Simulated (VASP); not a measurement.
Crystal: CdSe (Cadmoselite).

```
Cd Se
1.0
     4.30969    0.00000    0.00000
    -2.15484    3.73230    0.00000
     0.00000    0.00000    7.03519
Cd Se
2 2
Cartesian
  0.0000 2.4882 0.0328
  2.1548 1.2441 3.5504
  0.0000 2.4882 2.6757
  2.1548 1.2441 6.1933
```

Base run:

```yaml
Program: VASP 6.6.1
Functional: PBE-EpsX
Potentials_or_basis: VASP PAW PBE potentials, release 64 (Cd, Se)
Cutoff: 520 eV
k_mesh: 6 × 6 × 3
Occupations: gaussian, width 0.03 eV
Spin: no spin polarisation
```

Its results: band gap on the k mesh 1.28 eV, direct; pressure 2.2 GPa.

Q: After a change of settings the same cell gave: band gap on the k mesh 2.20 eV, direct; pressure 1.4 GPa. Which change was it?
A. functional from PBE-EpsX to PBE0
B. functional from PBE-EpsX to HSE06
C. functional from PBE-EpsX to PBE; further incar settings from ALGO = Normal; EDIFF = 1e-06 to ALGO = Fast; EDIFF = 1e-06

A: A.

Caveats: the PAW data sets were made with another functional, which shifts forces and pressure a little.
